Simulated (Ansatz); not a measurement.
A surface is cut from this relaxed crystal of TiAl:

```cif
data_structure
_symmetry_space_group_name_H-M 'P4/mmm'
_symmetry_Int_Tables_number 123
_cell_length_a 2.8221
_cell_length_b 2.8221
_cell_length_c 4.0768
_cell_angle_alpha 90.000
_cell_angle_beta 90.000
_cell_angle_gamma 90.000
_cell_volume 32.47
loop_
_atom_site_label
_atom_site_type_symbol
_atom_site_symmetry_multiplicity
_atom_site_Wyckoff_symbol
_atom_site_fract_x
_atom_site_fract_y
_atom_site_fract_z
_atom_site_occupancy
Ti1 Ti 1 a 0.00000 0.00000 0.00000 1
Al1 Al 1 d 0.50000 0.50000 0.50000 1
```

Miller indices refer to the conventional cell of P4/mmm (No. 123), a = 2.822 Å, b = 2.822 Å, c = 4.077 Å, α = 90.00°, β = 90.00°, γ = 90.00°.

The (100) slab of 9 planes, 11.3 Å thick with 15 Å of vacuum as cut; outer planes Al (top) and Al (bottom).

All numbers below come from DFT PBE, scalar-relativistic, plane waves, PAW in Ansatz. Cutoff 420 eV; k points 12×9×1 on the computed 9-atom cell (Γ-centred); Gaussian smearing, width 0.10 eV; no spin polarisation. The cell repeats along c with a dipole correction in the vacuum.

The slab isn't stoichiometric (Ti4Al5), so its surface energy depends on the chemical potentials; it is given with the excess atoms taken from the element's standard state, a limit at which the compound may itself be unstable, so the figure can be too low. The work function read from the bulk's Fermi level differs by 0.16 eV, so the slab's middle doesn't match the bulk reference (too thin, or relaxed to another structure or magnetic state).

Results for the relaxed slab:

```json
{"Surface energy with the excess atoms taken from the elements": "1.25 J/m²", "Work function": "4.11 eV"}
```

Relaxation lowers the energy by 0.036 J/m² a face; the largest move is 0.102 Å.

| plane (bottom to top) | atoms | spacing to next, bulk (Å) | relaxed (Å) | change (%) |
| --- | --- | --- | --- | --- |
| 1 | Al | 1.411 | 1.304 | -7.6 |
| 2 | Ti | 1.411 | 1.428 | +1.2 |
| 3 | Al | 1.411 | 1.423 | +0.8 |
| 4 | Ti | 1.411 | 1.387 | -1.7 |
| 5 | Al | 1.411 | 1.387 | -1.7 |
| 6 | Ti | 1.411 | 1.423 | +0.8 |
| 7 | Al | 1.411 | 1.428 | +1.2 |
| 8 | Ti | 1.411 | 1.304 | -7.6 |
| 9 | Al |  |  |  |